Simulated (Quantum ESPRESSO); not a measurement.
MnO:

```xyz
4
Lattice="3.3717 0.0000 0.0000 -1.6859 2.9200 0.0000 0.0000 0.0000 5.3855" Properties=species:S:1:pos:R:3 pbc="T T T"
Mn    0.0000    1.9467    0.0590
Mn    1.6859    0.9733    2.7518
O     0.0000    1.9467    2.0221
O     1.6859    0.9733    4.7148
```

Measurements of this composition are mostly on another form, of space group No. 225.

Base run:

```yaml
Program: Quantum ESPRESSO 7.5
Functional: LDA
Potentials_or_basis: PseudoDojo 0.4.1 SR LDA standard
Cutoff: 1306 eV
Density_cutoff: 5225 eV
k_mesh: 6 × 6 × 4
Occupations: gaussian, width 0.05 eV
Spin: collinear spin, ferromagnetic start
Starting_moments: "[5.0, 5.0, 0.0, 0.0] μB"
Hubbard_terms: Mn d U = 3 eV
```

Its results: band gap on the k mesh 0.08 eV, direct; pressure -0.4 GPa; net moment 10.00 μB per cell; site moments Mn +3.91; O +0.17 μB; largest force 0.744 eV/Å.

**Question.** The run is repeated on the same cell with these changes: hubbard terms from Mn d U = 3 eV to Mn d U = 1 eV. What comes out?

**Answer.** Band gap on the k mesh none (metal or under the smearing width); pressure -2.8 GPa; net moment 9.99 μB per cell; site moments Mn +3.86; O +0.22 μB; largest force 0.626 eV/Å.

Caveats: only a ferromagnetic start was run, and an antiferromagnetic order may lie lower in energy.

